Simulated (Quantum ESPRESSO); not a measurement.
# C in Quantum ESPRESSO: notebook

Runs on C. Level: PBE. Tasks: work function.

Everything below comes from runs of Quantum ESPRESSO 7.5. Logs are shortened: lines on timing, memory, paths and dates and some standing lists are left out, and cuts for length are marked.

### Step 1. Starting point

The cell holds a slab with vacuum, 8 atoms: a = 2.456 Å, b = 2.456 Å, c = 25.715 Å, α = 90.00°, β = 90.00°, γ = 120.00°.

The slab is cut from a database's or a generator's crystal, which needn't be the stable form of the element.

### Step 2. Work function, PBE

pw.in reads:

```
&CONTROL
  calculation = 'scf'
  prefix = 'pwscf'
  outdir = './tmp'
  pseudo_dir = './pseudo'
  tprnfor = .true.
  disk_io = 'low'
/
&SYSTEM
  ibrav = 0
  celldm(1) = 8
  nat = 8
  ntyp = 1
  ecutwfc = 82
  nbnd = 24
  occupations = 'smearing'
  smearing = 'fd'
  degauss = 0.00367493
/
&ELECTRONS
  conv_thr = 8d-09
  electron_maxstep = 150
  mixing_beta = 0.3
  mixing_mode = 'local-TF'
/
ATOMIC_SPECIES
C     12.0110 C.upf
CELL_PARAMETERS alat
  0.5801685828007   0.0000000000000   0.0000000000000
 -0.2900842914003   0.5024455362435   0.0000000000000
  0.0000000000000   0.0000000000000   6.0742619439034
ATOMIC_POSITIONS crystal
C      0.0833794600    0.1667589200    0.2916598359
C      0.4166205400    0.8332410800    0.2916598359
C      0.5833794600    0.1667589200    0.4293862844
C      0.9166205400    0.8332410800    0.4293862844
C      0.0833794600    0.1667589200    0.5706137156
C      0.4166205400    0.8332410800    0.5706137156
C      0.5833794600    0.1667589200    0.7083401641
C      0.9166205400    0.8332410800    0.7083401641
K_POINTS automatic
10 10 1 0 0 0
```

pp_density.in reads:

```
&INPUTPP
  prefix = 'pwscf'
  outdir = './tmp'
  filplot = 'density.dat'
  plot_num = 0
/
&PLOT
  nfile = 1
  filepp(1) = 'density.dat'
  iflag = 3
  output_format = 6
  fileout = 'density.cube'
/
```

pp_potential.in reads:

```
&INPUTPP
  prefix = 'pwscf'
  outdir = './tmp'
  filplot = 'potential.dat'
  plot_num = 11
/
&PLOT
  nfile = 1
  filepp(1) = 'potential.dat'
  iflag = 3
  output_format = 6
  fileout = 'potential.cube'
/
```

pp_elf.in reads:

```
&INPUTPP
  prefix = 'pwscf'
  outdir = './tmp'
  filplot = 'elf.dat'
  plot_num = 8
/
&PLOT
  nfile = 1
  filepp(1) = 'elf.dat'
  iflag = 3
  output_format = 6
  fileout = 'elf.cube'
/
```

Potentials or basis: PseudoDojo 0.4.1 SR PBE standard.

Command:

```
$ OMP_NUM_THREADS=1 mpirun -n 2 pw.x -nk 2 -in pw.in > pw.out
$ OMP_NUM_THREADS=1 mpirun -n 1 pp.x -in pp_density.in > pp_density.out
$ OMP_NUM_THREADS=1 mpirun -n 1 pp.x -in pp_potential.in > pp_potential.out
$ OMP_NUM_THREADS=1 mpirun -n 1 pp.x -in pp_elf.in > pp_elf.out
```

pw.out:

```text
This program is part of the open-source Quantum ESPRESSO suite
     for quantum simulation of materials; please cite
         "P. Giannozzi et al., J. Phys.:Condens. Matter 21 395502 (2009);
         "P. Giannozzi et al., J. Phys.:Condens. Matter 29 465901 (2017);
         "P. Giannozzi et al., J. Chem. Phys. 152 154105 (2020);
     in publications or presentations arising from this work. More details at

     Message from routine setup:
     using ibrav=0 with symmetry is DISCOURAGED, use correct ibrav instead

     K-points division:     npool     =       2
     Subspace diagonalization in iterative solution of the eigenvalue problem:
     a serial algorithm will be used

     G-vector sticks info
     --------------------
     sticks:   dense  smooth     PW     G-vecs:    dense   smooth      PW
     Sum         499     499    151                91187    91187   15461

     Using Slab Decomposition

     bravais-lattice index     =            0
     lattice parameter (alat)  =       8.0000  a.u.
     unit-cell volume          =     906.5811 (a.u.)^3
     number of atoms/cell      =            8
     number of atomic types    =            1
     number of electrons       =        32.00
     number of Kohn-Sham states=           24
     kinetic-energy cutoff     =      82.0000  Ry
     charge density cutoff     =     328.0000  Ry
     scf convergence threshold =      8.0E-09
     mixing beta               =       0.3000
     number of iterations used =            8  local-TF  mixing
     Exchange-correlation= PBE
                           (   1   4   3   4   0   0   0)

     celldm(1)=   8.000000  celldm(2)=   0.000000  celldm(3)=   0.000000
     celldm(4)=   0.000000  celldm(5)=   0.000000  celldm(6)=   0.000000

     crystal axes: (cart. coord. in units of alat)
               a(1) = (   0.580169   0.000000   0.000000 )
               a(2) = (  -0.290084   0.502446   0.000000 )
               a(3) = (   0.000000   0.000000   6.074262 )

     reciprocal axes: (cart. coord. in units 2 pi/alat)
               b(1) = (  1.723637  0.995133 -0.000000 )
               b(2) = (  0.000000  1.990265  0.000000 )
               b(3) = (  0.000000 -0.000000  0.164629 )

     PseudoPot. # 1 for C  read from file:
     C.upf
     Pseudo is Norm-conserving + core correction, Zval =  4.0
     Generated using ONCVPSP code by D. R. Hamann
     Using radial grid of 1248 points,  4 beta functions with:
                l(1) =   0
                l(2) =   0
                l(3) =   1
                l(4) =   1

     atomic species   valence    mass     pseudopotential
     C                 4.00    12.01100     C ( 1.00)

      8 Sym. Ops., with inversion, found ( 4 have fractional translation)

   Cartesian axes

     site n.     atom                  positions (alat units)
         1        C      tau(   1) = (   0.0000000   0.0837873   1.7716182  )
         2        C      tau(   2) = (   0.0000000   0.4186583   1.7716182  )
         3        C      tau(   3) = (   0.2900843   0.0837873   2.6082048  )
         4        C      tau(   4) = (   0.2900843   0.4186583   2.6082048  )
         5        C      tau(   5) = (   0.0000000   0.0837873   3.4660572  )
         6        C      tau(   6) = (   0.0000000   0.4186583   3.4660572  )
         7        C      tau(   7) = (   0.2900843   0.0837873   4.3026437  )
         8        C      tau(   8) = (   0.2900843   0.4186583   4.3026437  )

     number of k points=    31  Fermi-Dirac smearing, width (Ry)=  0.0037
                       cart. coord. in units 2pi/alat
        k(    1) = (   0.0000000   0.0000000   0.0000000), wk =   0.0200000
        k(    2) = (   0.0000000   0.1990265   0.0000000), wk =   0.0400000
        k(    3) = (   0.0000000   0.3980531   0.0000000), wk =   0.0400000
        k(    4) = (   0.0000000   0.5970796   0.0000000), wk =   0.0400000
        k(    5) = (   0.0000000   0.7961062   0.0000000), wk =   0.0400000
        k(    6) = (   0.0000000  -0.9951327   0.0000000), wk =   0.0200000
[... 23 lines left out ...]
        k(   30) = (  -0.8618185  -0.2985398   0.0000000), wk =   0.0800000
        k(   31) = (  -0.8618185  -0.0995133   0.0000000), wk =   0.0800000

     Dense  grid:    91187 G-vectors     FFT dimensions: (  30,  27, 288)

     Initial potential from superposition of free atoms

     starting charge      31.9996, renormalised to      32.0000

     negative rho (up, down):  1.974E-05 0.000E+00
     Starting wfcs are   32 randomized atomic wfcs

     Self-consistent Calculation

     iteration #  1     ecut=    82.00 Ry     beta= 0.30
     Davidson diagonalization with overlap
     ethr =  1.00E-02,  avg # of iterations =  3.4

     total energy              =     -96.59712560 Ry
     estimated scf accuracy    <       0.72733026 Ry

     iteration #  2     ecut=    82.00 Ry     beta= 0.30
     Davidson diagonalization with overlap
     ethr =  2.27E-03,  avg # of iterations =  1.0
[... 164 lines left out ...]
     total energy              =     -96.38153046 Ry
     estimated scf accuracy    <       0.00000029 Ry

     iteration # 22     ecut=    82.00 Ry     beta= 0.30
     Davidson diagonalization with overlap
     ethr =  8.91E-10,  avg # of iterations =  3.6

     End of self-consistent calculation

          k = 0.0000 0.0000 0.0000 ( 11433 PWs)   bands (ev):

   -18.0089 -17.9677 -17.9022 -17.8651  -6.5524  -6.2550  -5.7772  -5.4331
    -1.3606  -1.3581  -1.3527  -1.3525  -1.3525  -1.3469  -1.3387  -1.3367
     5.1028   5.2639   5.9775   6.6309   7.1778   8.4484   8.9551  10.3018

          k = 0.0000 0.1990 0.0000 ( 11427 PWs)   bands (ev):

   -17.7704 -17.7297 -17.6652 -17.6287  -6.2626  -5.9679  -5.4944  -5.1540
    -2.2867  -2.2813  -2.2734  -2.2717  -1.8351  -1.8290  -1.8200  -1.8176
     5.4220   5.5850   6.2906   6.9451   7.4868   8.7456   9.2472  10.2515
[... 13 lines left out ...]
          k = 0.0000 0.7961 0.0000 ( 11346 PWs)   bands (ev):

   -14.2854 -14.2530 -14.2017 -14.1737  -9.7408  -9.7192  -9.6858  -9.6688
    -4.5563  -4.5483  -4.5368  -4.5328  -2.2676  -2.0236  -1.6339  -1.3645
     4.5218   4.7258   5.0423   5.2660   9.2922   9.3411   9.4155   9.4492

          k = 0.0000-0.9951 0.0000 ( 11366 PWs)   bands (ev):

   -12.6923 -12.6620 -12.6140 -12.5881 -11.6863 -11.6619 -11.6244 -11.6048
    -4.7934  -4.7853  -4.7736  -4.7695  -1.0755  -0.8620  -0.5203  -0.2909
     2.9359   3.1852   3.5734   3.8525   9.1667   9.2232   9.3129   9.3653

          k = 0.1724 0.0995 0.0000 ( 11427 PWs)   bands (ev):

   -17.7703 -17.7297 -17.6652 -17.6287  -6.2623  -5.9677  -5.4947  -5.1545
    -2.2809  -2.2743  -2.2649  -2.2622  -1.8365  -1.8364  -1.8306  -1.8306
     5.4220   5.5850   6.2905   6.9449   7.4866   8.7453   9.2467  10.2403
[... 49 lines left out ...]
          k = 0.3447 0.9951 0.0000 ( 11370 PWs)   bands (ev):

   -12.0808 -12.0524 -12.0074 -11.9833 -11.1133 -11.0920 -11.0596 -11.0432
    -7.2435  -7.2292  -7.2077  -7.1977  -0.1969   0.0113   0.3447   0.5681
     2.7711   2.9059   3.0938   3.2124  12.4479  12.4803  12.6468  12.8180

          k = 0.3447-0.0000 0.0000 ( 11413 PWs)   bands (ev):

   -17.2949 -17.2555 -17.1930 -17.1578  -5.6866  -5.3981  -4.9353  -4.6038
    -3.6433  -3.6331  -3.6178  -3.6116  -2.8041  -2.7994  -2.7925  -2.7913
     6.0602   6.2266   6.9161   7.5739   8.1033   9.3387   9.8259  10.6693

          k = 0.5171 0.2985 0.0000 ( 11326 PWs)   bands (ev):

   -15.8851 -15.8493 -15.7926 -15.7611  -7.1318  -7.1149  -7.0892  -7.0768
    -4.0117  -3.8720  -3.8719  -3.8660  -3.8659  -3.7450  -3.3202  -3.0203
     7.3715   7.4781   7.6892   7.8310   7.9587   8.1677   8.7896   9.4525
[... 13 lines left out ...]
          k = 0.5171 0.8956 0.0000 ( 11347 PWs)   bands (ev):

   -11.9681 -11.9427 -11.9031 -11.8824 -10.2266 -10.2264 -10.2195 -10.2195
    -8.5805  -8.5792  -8.5733  -8.5730   0.3307   0.5158   0.7959   0.9708
     2.7083   2.7114   2.7221   2.7252  12.1644  12.1666  12.4309  12.9346

          k = 0.5171-0.0995 0.0000 ( 11339 PWs)   bands (ev):

   -16.3523 -16.3153 -16.2567 -16.2240  -5.8298  -5.8154  -5.7935  -5.7834
    -4.5575  -4.2828  -4.0674  -4.0598  -4.0490  -4.0456  -3.8433  -3.5313
     7.3304   7.5010   8.1454   8.5124   8.6083   8.8035   8.8703   8.9422

          k = 0.6895 0.3981 0.0000 ( 11346 PWs)   bands (ev):

   -14.2836 -14.2520 -14.2024 -14.1753  -9.7382  -9.7164  -9.6826  -9.6652
    -4.5510  -4.5510  -4.5451  -4.5451  -2.2240  -2.0031  -1.6608  -1.4302
     4.6496   4.7727   5.0041   5.1739   9.3568   9.3721   9.3803   9.3811
[... 13 lines left out ...]
          k = 0.6895 0.9951 0.0000 ( 11347 PWs)   bands (ev):

   -11.9646 -11.9413 -11.9055 -11.8871 -10.2602 -10.2367 -10.1996 -10.1805
    -8.6065  -8.5907  -8.5669  -8.5554   0.3916   0.5419   0.7666   0.9092
     2.3774   2.5679   2.8730   3.0756  12.0886  12.1559  12.4771  12.9697

          k = 0.6895-0.1990 0.0000 ( 11372 PWs)   bands (ev):

   -14.9633 -14.9299 -14.8771 -14.8481  -8.3703  -8.3509  -8.3210  -8.3060
    -4.9971  -4.9884  -4.9760  -4.9715  -2.9443  -2.6976  -2.3075  -2.0362
     5.8011   5.9455   6.1933   6.3620   9.2071   9.4042   9.9728  10.4913

          k = 0.6895-0.0000 0.0000 ( 11367 PWs)   bands (ev):

   -15.1932 -15.1592 -15.1055 -15.0759  -7.3125  -7.2954  -7.2690  -7.2562
    -5.8586  -5.8460  -5.8276  -5.8195  -3.1929  -2.9388  -2.5350  -2.2522
     6.3782   6.5311   6.7747   6.9327   8.9037   9.0830   9.6724  10.3890

          k =-0.8618-0.4976 0.0000 ( 11366 PWs)   bands (ev):

   -12.6465 -12.6465 -12.6387 -12.6387 -11.6412 -11.6412 -11.6347 -11.6347
    -4.7877  -4.7877  -4.7818  -4.7818  -0.7333  -0.7333  -0.7011  -0.7011
     3.3901   3.3901   3.4513   3.4513   9.2594   9.2594   9.2682   9.2682

          k =-0.8618-0.2985 0.0000 ( 11349 PWs)   bands (ev):

   -13.2006 -13.1732 -13.1307 -13.1081 -10.7788 -10.7562 -10.7210 -10.7026
    -5.4802  -5.4712  -5.4582  -5.4533  -1.1222  -0.9612  -0.7308  -0.5929
     3.5880   3.6781   3.8771   4.0376  10.2677  10.2909  10.3243  10.3440

          k =-0.8618-0.0995 0.0000 ( 11363 PWs)   bands (ev):

   -13.6213 -13.5916 -13.5450 -13.5199  -9.3318  -9.3107  -9.2779  -9.2612
    -6.9422  -6.9277  -6.9061  -6.8960  -1.4237  -1.2122  -0.8835  -0.6618
     4.1263   4.2925   4.5656   4.7493  11.0408  11.2028  11.5756  12.4579

     the Fermi energy is     1.6949 ev

!    total energy              =     -96.38153067 Ry
     estimated scf accuracy    <          5.6E-09 Ry
     smearing contrib. (-TS)   =      -0.00000001 Ry
     internal energy E=F+TS    =     -96.38153066 Ry

     The total energy is F=E-TS. E is the sum of the following terms:
     one-electron contribution =   -1205.74609806 Ry
     hartree contribution      =     612.87522624 Ry
     xc contribution           =     -34.40094756 Ry
     ewald contribution        =     530.89028872 Ry

     convergence has been achieved in  22 iterations

     Forces acting on atoms (cartesian axes, Ry/au):

     atom    1 type  1   force =     0.00000000   -0.00075604   -0.00129380
     atom    2 type  1   force =    -0.00000000    0.00075604   -0.00129380
     atom    3 type  1   force =     0.00000000   -0.00068456    0.00036598
     atom    4 type  1   force =     0.00000000    0.00068456    0.00036598
     atom    5 type  1   force =    -0.00000000   -0.00068456   -0.00036598
     atom    6 type  1   force =     0.00000000    0.00068456   -0.00036598
     atom    7 type  1   force =     0.00000000   -0.00075604    0.00129380
     atom    8 type  1   force =     0.00000000    0.00075604    0.00129380

     Total force =     0.003375     Total SCF correction =     0.000047

=------------------------------------------------------------------------------=
   JOB DONE.
=------------------------------------------------------------------------------=
```

Run time: 3.5 min. Hardware: 2 MPI ranks of Arm Neoverse V1, shared host; peak memory 0.46 GiB.

What came out:

- Free energy: -1311.3375 eV
- Largest force: 0.039 eV/Å
- Band gap on the k mesh: 1.41 eV, indirect (least direct gap 1.47 eV)
- Ionisation potential of the upper face: 4.95 eV
- Electron affinity of the upper face: 3.55 eV

Forces in eV/Å, atoms in the order of the input:
```
C    0.000 -0.019 -0.033
C    0.000  0.019 -0.033
C    0.000 -0.018  0.009
C    0.000  0.018  0.009
C    0.000 -0.018 -0.009
C    0.000  0.018 -0.009
C    0.000 -0.019  0.033
C    0.000  0.019  0.033
```

Caveat: ionisation potential and electron affinity come from Kohn-Sham levels, which understate the gap.

[end of part 1 of 2]
